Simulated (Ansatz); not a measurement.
Ansatz input file:

```yaml
crystal:
  lattice:
    - [4.8608192295, 0.0, -0.0667837857]
    - [0.0, 9.3155916897, 0.0]
    - [-0.451792941, 0.0, 6.6777638977]
  atoms:
    - { symbol: Bi, position: [0.7845765174, 0.375, 0.7484465918] }
    - { symbol: Bi, position: [0.747813864, 0.875, 0.7611852875] }
    - { symbol: Bi, position: [0.2726458469, 0.1227727018, 0.264292011] }
    - { symbol: Bi, position: [0.2726458469, 0.6272272982, 0.264292011] }
    - { symbol: Bi, position: [0.6960088717, 0.375, 0.2838918838] }
    - { symbol: Bi, position: [0.7013178927, 0.875, 0.2958065872] }
    - { symbol: Bi, position: [0.1977772873, 0.1113430995, 0.8004232498] }
    - { symbol: Bi, position: [0.1977772873, 0.6386569005, 0.8004232498] }
    - { symbol: H, position: [0.3794365859, 0.375, -0.218760872] }
basis:
  ecutwfc: 420
kpoints:
  mp_grid: { grid: [6, 4, 6] }
hamiltonian:
  xc: pbe
scf:
  occupations: { method: gaussian, width: 0.1 }
output:
  forces: true
  stress: true
  eigenvalues: true
relax:
  adjacent_minimum: "off"
  f_tol: 0.025
  max_steps: 70
  cell: { stress_tol: 0.12 }
```

Launched with
```bash
ansatz run input.yaml --threads 2 --pin off --max-ram 5120MiB --backend cpu --events-out ev --progress --plain --runs-dir out
```

Level of theory: Ansatz 0.2.0, DFT PBE, scalar-relativistic, plane waves, PAW.

Part of what the program printed, abridged (iterations and final results):

```
SCF iter   1: F=—  HF=-99187.182114 eV  |F-HF|=—  |Δ(HF+E_count)|=         —  Δρ=1.58e-3  dr2=1.61e-2  ethr=1.77e-3  ⟨swp⟩=6.6  Hψ=18085  notcnv=0  defer=5
SCF iter   2: F=—  HF=-99187.179307 eV  |F-HF|=—  |Δ(HF+E_count)|=   2.81e-3  Δρ=9.07e-4  dr2=5.83e-3  ethr=1.33e-5  ⟨swp⟩=2.1  Hψ=8518  notcnv=0  defer=5
SCF iter   3: F=—  HF=-99187.179001 eV  |F-HF|=—  |Δ(HF+E_count)|=   3.06e-4  Δρ=2.49e-4  dr2=4.11e-4  ethr=4.82e-6  ⟨swp⟩=3.0  Hψ=7887  notcnv=0  defer=5
SCF iter   4: F=—  HF=-99187.178973 eV  |F-HF|=—  |Δ(HF+E_count)|=   2.87e-5  Δρ=8.58e-5  dr2=7.92e-5  ethr=3.40e-7  ⟨swp⟩=2.4  Hψ=6044  notcnv=0  defer=5
SCF iter   5: F=—  HF=-99187.179037 eV  |F-HF|=—  |Δ(HF+E_count)|=   6.47e-5  Δρ=3.49e-5  dr2=1.26e-5  ethr=6.54e-8  ⟨swp⟩=2.0  Hψ=4812  notcnv=0  defer=5
SCF iter   6: F=—  HF=-99187.179039 eV  |F-HF|=—  |Δ(HF+E_count)|=   1.76e-6  Δρ=1.12e-5  dr2=1.33e-6  ethr=1.04e-8  ⟨swp⟩=2.0  Hψ=5068  notcnv=0  defer=5
SCF iter   7: F=—  HF=-99187.179039 eV  |F-HF|=—  |Δ(HF+E_count)|=   4.26e-7  Δρ=4.45e-6  dr2=1.75e-7  ethr=1.10e-9  ⟨swp⟩=2.0  Hψ=5114  notcnv=0  defer=5
SCF iter   8: F=-99187.179040 eV  HF=-99187.179040 eV  |F-HF|=3.81e-9  |Δ(HF+E_count)|=   5.11e-8  Δρ=1.61e-6  dr2=1.74e-8  ethr=8.26e-11  ⟨swp⟩=10.5  Hψ=19500  notcnv=0
SCF 1 converged in 8 iterations: F = -99187.179040 eV  dr2 = 1.74e-8
relax step   1: F+E_penalty+E_count = -99187.17903954 eV  Δ(F+E_penalty+E_count) = +0.000e0 eV  max|allowed force component| = 1.938e-1 eV/Å  Δτ_max = 0.0000 Å  P = +0.150 GPa  Ω = 302.097 Å³  (8 SCF iters, dr2 threshold 1.00e-7 eV, accepted)
Crystal: 9 atoms, lattice volume = 303.159 Å³
Basis set: ecut = 420 eV, 5923 PW (Γ), exchange–correlation on 72×128×90 points (8 copies of the dense FFT grid, shifted against one another)
Initial density: handed on by an earlier stage of this run
Initial wavefunctions: those handed on with the density
SCF iter   1: F=—  HF=-99187.202164 eV  |F-HF|=—  |Δ(HF+E_count)|=         —  Δρ=1.06e-3  dr2=3.60e-3  ethr=2.90e-6  ⟨swp⟩=2.9  Hψ=24475  notcnv=0
SCF iter   2: F=—  HF=-99187.201893 eV  |F-HF|=—  |Δ(HF+E_count)|=   2.71e-4  Δρ=6.51e-4  dr2=1.39e-3  ethr=2.90e-6  ⟨swp⟩=1.0  Hψ=4380  notcnv=0
SCF iter   3: F=—  HF=-99187.201797 eV  |F-HF|=—  |Δ(HF+E_count)|=   9.67e-5  Δρ=1.13e-4  dr2=7.90e-5  ethr=1.15e-6  ⟨swp⟩=2.0  Hψ=5106  notcnv=0
SCF iter   4: F=—  HF=-99187.201835 eV  |F-HF|=—  |Δ(HF+E_count)|=   3.84e-5  Δρ=4.92e-5  dr2=1.34e-5  ethr=6.53e-8  ⟨swp⟩=3.0  Hψ=8122  notcnv=0
SCF iter   5: F=—  HF=-99187.201838 eV  |F-HF|=—  |Δ(HF+E_count)|=   2.69e-6  Δρ=1.63e-5  dr2=1.36e-6  ethr=1.11e-8  ⟨swp⟩=2.0  Hψ=5578  notcnv=0
SCF iter   6: F=-99187.201838 eV  HF=-99187.201838 eV  |F-HF|=5.70e-8  |Δ(HF+E_count)|=   5.03e-7  Δρ=6.13e-6  dr2=2.23e-7  ethr=7.44e-10  ⟨swp⟩=6.7  Hψ=16955  notcnv=0
SCF 2 converged in 6 iterations: F = -99187.201838 eV  dr2 = 2.23e-7
relax step   2: F+E_penalty+E_count = -99187.20183821 eV  Δ(F+E_penalty+E_count) = -2.280e-2 eV  max|allowed force component| = 1.241e-1 eV/Å  Δτ_max = 0.0426 Å  P = -0.322 GPa  Ω = 303.159 Å³  energy of the carried Pulay correction = -2.207e-4 eV  (6 SCF iters, dr2 threshold 9.00e-7 eV, accepted)
Crystal: 9 atoms, lattice volume = 301.449 Å³
Basis set: ecut = 420 eV, 5917 PW (Γ), exchange–correlation on 72×128×90 points (8 copies of the dense FFT grid, shifted against one another)
SCF iter   1: F=—  HF=-99187.211309 eV  |F-HF|=—  |Δ(HF+E_count)|=         —  Δρ=4.64e-4  dr2=6.45e-4  ethr=5.35e-7  ⟨swp⟩=2.5  Hψ=23439  notcnv=0
SCF iter   2: F=—  HF=-99187.211215 eV  |F-HF|=—  |Δ(HF+E_count)|=   9.37e-5  Δρ=2.91e-4  dr2=2.91e-4  ethr=5.33e-7  ⟨swp⟩=1.0  Hψ=4380  notcnv=0
SCF iter   3: F=—  HF=-99187.211206 eV  |F-HF|=—  |Δ(HF+E_count)|=   9.06e-6  Δρ=4.70e-5  dr2=1.68e-5  ethr=2.41e-7  ⟨swp⟩=2.0  Hψ=5209  notcnv=0
SCF iter   4: F=—  HF=-99187.211207 eV  |F-HF|=—  |Δ(HF+E_count)|=   1.11e-6  Δρ=1.75e-5  dr2=2.48e-6  ethr=1.39e-8  ⟨swp⟩=2.0  Hψ=5374  notcnv=0
SCF iter   5: F=-99187.211208 eV  HF=-99187.211208 eV  |F-HF|=1.36e-8  |Δ(HF+E_count)|=   4.46e-7  Δρ=5.75e-6  dr2=2.74e-7  ethr=7.44e-10  ⟨swp⟩=7.2  Hψ=18296  notcnv=0
SCF 3 converged in 5 iterations: F = -99187.211208 eV  dr2 = 2.74e-7
relax step   3: F+E_penalty+E_count = -99187.21120767 eV  Δ(F+E_penalty+E_count) = -9.369e-3 eV  max|allowed force component| = 5.114e-2 eV/Å  Δτ_max = 0.0196 Å  P = -0.056 GPa  Ω = 301.449 Å³  energy of the carried Pulay correction = +1.352e-4 eV  (5 SCF iters, dr2 threshold 9.00e-7 eV, accepted)
Crystal: 9 atoms, lattice volume = 300.463 Å³
Basis set: ecut = 420 eV, 5881 PW (Γ), exchange–correlation on 72×128×90 points (8 copies of the dense FFT grid, shifted against one another)
SCF iter   1: F=—  HF=-99187.215339 eV  |F-HF|=—  |Δ(HF+E_count)|=         —  Δρ=4.18e-4  dr2=4.77e-4  ethr=4.08e-7  ⟨swp⟩=2.6  Hψ=23344  notcnv=0
SCF iter   2: F=—  HF=-99187.215330 eV  |F-HF|=—  |Δ(HF+E_count)|=   9.05e-6  Δρ=2.63e-4  dr2=2.20e-4  ethr=3.94e-7  ⟨swp⟩=1.0  Hψ=4380  notcnv=0
SCF iter   3: F=—  HF=-99187.215337 eV  |F-HF|=—  |Δ(HF+E_count)|=   6.32e-6  Δρ=4.26e-5  dr2=1.58e-5  ethr=1.82e-7  ⟨swp⟩=2.4  Hψ=5305  notcnv=0
SCF iter   4: F=—  HF=-99187.215382 eV  |F-HF|=—  |Δ(HF+E_count)|=   4.58e-5  Δρ=1.50e-5  dr2=2.06e-6  ethr=1.31e-8  ⟨swp⟩=2.0  Hψ=5151  notcnv=0
SCF iter   5: F=—  HF=-99187.215382 eV  |F-HF|=—  |Δ(HF+E_count)|=   1.60e-7  Δρ=5.01e-6  dr2=2.29e-7  ethr=1.70e-9  ⟨swp⟩=2.0  Hψ=5301  notcnv=0
SCF iter   6: F=-99187.215383 eV  HF=-99187.215383 eV  |F-HF|=4.95e-9  |Δ(HF+E_count)|=   4.11e-8  Δρ=1.95e-6  dr2=3.43e-8  ethr=1.35e-10  ⟨swp⟩=6.2  Hψ=15384  notcnv=0
SCF 4 converged in 6 iterations: F = -99187.215383 eV  dr2 = 3.43e-8
relax step   4: F+E_penalty+E_count = -99187.21538250 eV  Δ(F+E_penalty+E_count) = -4.175e-3 eV  max|allowed force component| = 2.983e-2 eV/Å  Δτ_max = 0.0168 Å  P = +0.084 GPa  Ω = 300.463 Å³  energy of the carried Pulay correction = +3.413e-4 eV  (6 SCF iters, dr2 threshold 1.63e-7 eV, accepted)
Crystal: 9 atoms, lattice volume = 300.512 Å³
Basis set: ecut = 420 eV, 5895 PW (Γ), exchange–correlation on 72×128×90 points (8 copies of the dense FFT grid, shifted against one another)
SCF iter   1: F=—  HF=-99187.217514 eV  |F-HF|=—  |Δ(HF+E_count)|=         —  Δρ=4.28e-4  dr2=4.62e-4  ethr=3.94e-7  ⟨swp⟩=2.9  Hψ=22758  notcnv=0
SCF iter   2: F=—  HF=-99187.217498 eV  |F-HF|=—  |Δ(HF+E_count)|=   1.55e-5  Δρ=2.70e-4  dr2=2.20e-4  ethr=3.81e-7  ⟨swp⟩=1.0  Hψ=4380  notcnv=0
SCF iter   3: F=—  HF=-99187.217497 eV  |F-HF|=—  |Δ(HF+E_count)|=   1.94e-6  Δρ=4.17e-5  dr2=1.65e-5  ethr=1.82e-7  ⟨swp⟩=2.5  Hψ=5462  notcnv=0
SCF iter   4: F=—  HF=-99187.217530 eV  |F-HF|=—  |Δ(HF+E_count)|=   3.35e-5  Δρ=1.40e-5  dr2=1.97e-6  ethr=1.37e-8  ⟨swp⟩=2.0  Hψ=5141  notcnv=0
SCF iter   5: F=—  HF=-99187.217530 eV  |F-HF|=—  |Δ(HF+E_count)|=   8.59e-8  Δρ=4.73e-6  dr2=2.02e-7  ethr=1.63e-9  ⟨swp⟩=2.0  Hψ=5234  notcnv=0
SCF iter   6: F=-99187.217530 eV  HF=-99187.217530 eV  |F-HF|=8.21e-9  |Δ(HF+E_count)|=   3.33e-8  Δρ=1.84e-6  dr2=3.17e-8  ethr=5.31e-11  ⟨swp⟩=6.9  Hψ=18271  notcnv=0
SCF 5 converged in 6 iterations: F = -99187.217530 eV  dr2 = 3.17e-8
relax step   5: F+E_penalty+E_count = -99187.21753018 eV  Δ(F+E_penalty+E_count) = -2.148e-3 eV  max|allowed force component| = 2.468e-2 eV/Å  Δτ_max = 0.0135 Å  P = +0.062 GPa  Ω = 300.512 Å³  energy of the carried Pulay correction = +3.312e-4 eV  (6 SCF iters, dr2 threshold 6.43e-8 eV, accepted)
Initial wavefunctions: pseudopotential atomic-orbital guess (no wavefunctions were taken with the density)
SCF iter   1: F=—  HF=-99187.214654 eV  |F-HF|=—  |Δ(HF+E_count)|=         —  Δρ=2.21e-4  dr2=4.05e-6  ethr=2.98e-8  ⟨swp⟩=4.0  Hψ=31768  notcnv=0
SCF iter   2: F=—  HF=-99187.216615 eV  |F-HF|=—  |Δ(HF+E_count)|=   1.96e-3  Δρ=1.12e-4  dr2=1.04e-6  ethr=3.34e-9  ⟨swp⟩=2.0  Hψ=5590  notcnv=0
SCF iter   3: F=—  HF=-99187.217274 eV  |F-HF|=—  |Δ(HF+E_count)|=   6.59e-4  Δρ=2.12e-6  dr2=9.54e-9  ethr=8.63e-10  ⟨swp⟩=2.0  Hψ=5568  notcnv=0
SCF iter   4: F=—  HF=-99187.217274 eV  |F-HF|=—  |Δ(HF+E_count)|=   1.01e-7  Δρ=6.59e-7  dr2=4.16e-9  ethr=1.00e-12  ⟨swp⟩=8.1  Hψ=22378  notcnv=0
SCF iter   5: F=—  HF=-99187.217274 eV  |F-HF|=—  |Δ(HF+E_count)|=   5.02e-9  Δρ=2.68e-7  dr2=9.26e-10  ethr=3.44e-12  ⟨swp⟩=2.0  Hψ=5125  notcnv=0
SCF iter   6: F=-99187.217274 eV  HF=-99187.217274 eV  |F-HF|=4.37e-11  |Δ(HF+E_count)|=  1.60e-10  Δρ=7.61e-8  dr2=3.48e-11  ethr=1.00e-12  ⟨swp⟩=4.9  Hψ=13353  notcnv=0
SCF 6 converged in 6 iterations: F = -99187.217274 eV  dr2 = 3.48e-11
SCF converged after 6 iterations
Free energy (F): -99187.217274 eV
Harris-Foulkes:  -99187.217274 eV  (|F-HF|=4.37e-11)
Internal energy: -99187.208081 eV  (E = F + TS)
E sigma→0 (E₀):  -99187.212678 eV
Entropy (-TS):   -0.009193 eV (-1.021 meV/atom)
Fermi energy:    9.014505 eV
--- Per-component energies (eV) ---
  E_band       = -961.788550
  E_kinetic    = 2427.930545
  E_local      = -12817.460187  (includes V_loc(G=0)·N_el)
  E_nonlocal   = 4477.398474
  E_hartree    = 4200.394369
  E_xc         = -1215.834970
  E_vxc        = -1161.108938  (∫ρ·V_xc dr)
  E_paw        = -85305.994493  (= ΣΔE_a)
  E_vpaw       = -2289.332792  (= ΣTr[D̂ρ^β])
  E_aug_tail   = -0.004468  (compensation charges beyond the density's cutoff)
  E_ewald      = -10953.637351
  E_smearing   = -0.009193  (= −TS)
--- Forces (eV/Å), atoms counted from 1 ---
  atom   1  Bi    -0.02437147     0.00000000     0.01076088
  atom   2  Bi     0.01271717     0.00000000     0.01325417
  atom   3  Bi    -0.00390983    -0.00389403     0.02112160
  atom   4  Bi    -0.00390983     0.00389403     0.02112160
  atom   5  Bi    -0.00089527     0.00000000    -0.01542980
  atom   6  Bi     0.00494034     0.00000000    -0.01867733
  atom   7  Bi     0.00318067     0.01801309    -0.01844157
  atom   8  Bi     0.00318067    -0.01801309    -0.01844157
  atom   9  H      0.00906741     0.00000000     0.00473172
--- Stress (GPa, compression-positive) ---
        0.093585       0.000000      -0.023025
        0.000000       0.105656       0.000000
       -0.023025       0.000000      -0.016482
  P = ⅓ Tr σ = 0.0609 GPa (0.609 kbar)
--- Band table (eV; the first three rows and the last of 60) ---
  k-point 0: bands = ["-14.0043", "-14.0034", "-13.9633", "-13.9582", "-13.9516", "-13.9168", "-13.8854", "-13.8806", "-13.8664", "-13.8603", "-13.8547", "-13.8493", "-13.8414", "-13.8376", "-13.8330", "-13.8309", "-13.8184", "-13.8161", "-13.7853", "-13.7820", "-13.7757", "-13.7747", "-13.7731", "-13.7696", "-13.7517", "-13.7430", "-13.7330", "-13.7202", "-13.7159", "-13.7116", "-13.7101", "-13.6761", "-13.6657", "-13.6618", "-13.6574", "-13.6348", "-13.6325", "-13.5931", "-13.5726", "-13.5615", "-3.9152", "-2.5528", "-2.4691", "-2.2185", "-0.8769", "-0.7543", "-0.6423", "1.1360", "4.4610", "5.0369", "5.7237", "5.7580", "6.4007", "6.5434", "7.2016", "7.2924", "7.2988", "7.5684", "7.6131", " ...
  k-point 1: bands = ["-14.0039", "-13.9932", "-13.9630", "-13.9506", "-13.9434", "-13.9166", "-13.8840", "-13.8775", "-13.8632", "-13.8589", "-13.8541", "-13.8490", "-13.8417", "-13.8384", "-13.8289", "-13.8281", "-13.8168", "-13.8164", "-13.7886", "-13.7867", "-13.7784", "-13.7760", "-13.7687", "-13.7677", "-13.7527", "-13.7438", "-13.7330", "-13.7199", "-13.7171", "-13.7123", "-13.7108", "-13.6760", "-13.6667", "-13.6647", "-13.6607", "-13.6415", "-13.6405", "-13.5934", "-13.5743", "-13.5727", "-3.8375", "-2.4882", "-2.4015", "-2.3971", "-1.0022", "-0.9026", "-0.5525", "0.9644", "4.7591", "5.1422", "6.0370", "6.0973", "6.4861", "6.6079", "7.1294", "7.2869", "7.3869", "7.6917", "7.8894", " ...
  k-point 2: bands = ["-14.0033", "-13.9674", "-13.9633", "-13.9318", "-13.9258", "-13.9161", "-13.8835", "-13.8710", "-13.8644", "-13.8561", "-13.8532", "-13.8467", "-13.8412", "-13.8383", "-13.8274", "-13.8245", "-13.8161", "-13.8126", "-13.7957", "-13.7919", "-13.7787", "-13.7779", "-13.7675", "-13.7649", "-13.7541", "-13.7450", "-13.7287", "-13.7176", "-13.7173", "-13.7116", "-13.7088", "-13.6759", "-13.6733", "-13.6687", "-13.6676", "-13.6578", "-13.6567", "-13.6066", "-13.5938", "-13.5728", "-3.6110", "-2.8076", "-2.3005", "-2.2204", "-1.3244", "-1.2328", "-0.2810", "0.5626", "5.1452", "5.7456", "6.6191", "6.7002", "6.8454", "6.9703", "7.1490", "7.3100", "7.4587", "7.5156", "7.9814", " ...
  k-point 59: bands = ["-13.9671", "-13.9589", "-13.9358", "-13.9256", "-13.9078", "-13.9057", "-13.8884", "-13.8750", "-13.8692", "-13.8501", "-13.8480", "-13.8461", "-13.8307", "-13.8278", "-13.8235", "-13.8129", "-13.8093", "-13.8047", "-13.7974", "-13.7930", "-13.7873", "-13.7865", "-13.7833", "-13.7714", "-13.7690", "-13.7220", "-13.7215", "-13.7146", "-13.7115", "-13.7098", "-13.7040", "-13.6976", "-13.6773", "-13.6765", "-13.6727", "-13.6690", "-13.6462", "-13.6420", "-13.6199", "-13.6138", "-2.5417", "-2.5268", "-1.8810", "-1.8563", "-1.6427", "-1.5631", "-0.9797", "-0.9258", "4.0758", "5.6586", "5.7397", "5.8003", "6.0318", "6.5642", "6.6280", "6.6724", "7.7963", "7.8761", "8.7964", ...
--- Relaxed structure (5 steps of the walk, 5 accepted, 1 SCFs on fresh bases) ---
  F+E_penalty+E_count = -99187.21727429 eV   max|allowed force component| = 2.437e-2 eV/Å   (the final SCF, on the basis selected at the relaxed cell)
  cell:  # Å, volume = 300.5116 Å³
    - [5.01625657, 0.0, -0.03182211]
    - [0.0, 9.04836605, 0.0]
    - [-0.41895599, 0.0, 6.62347134]
  atoms:
    - { symbol: Bi, position: [0.78214894, 0.375, 0.75591276] }
    - { symbol: Bi, position: [0.74352190, 0.875, 0.76843543] }
    - { symbol: Bi, position: [0.27278178, 0.12479544, 0.26288459] }
    - { symbol: Bi, position: [0.27278178, 0.62520455, 0.26288459] }
    - { symbol: Bi, position: [0.69957037, 0.375, 0.28583081] }
    - { symbol: Bi, position: [0.69628093, 0.875, 0.29777550] }
    - { symbol: Bi, position: [0.20011764, 0.11048314, 0.79368633] }
    - { symbol: Bi, position: [0.20011764, 0.63951685, 0.79368633] }
    - { symbol: H, position: [0.38267897, 0.375, -0.22109637] }
```

The relaxation met its thresholds.

Time: 3.7 min on 2 threads of Intel(R) Xeon(R) Platinum 8488C (Sapphire Rapids) (shared host), peak memory 1.2 GiB.

Spin–orbit coupling is left out, which can shift energies with elements as heavy as these.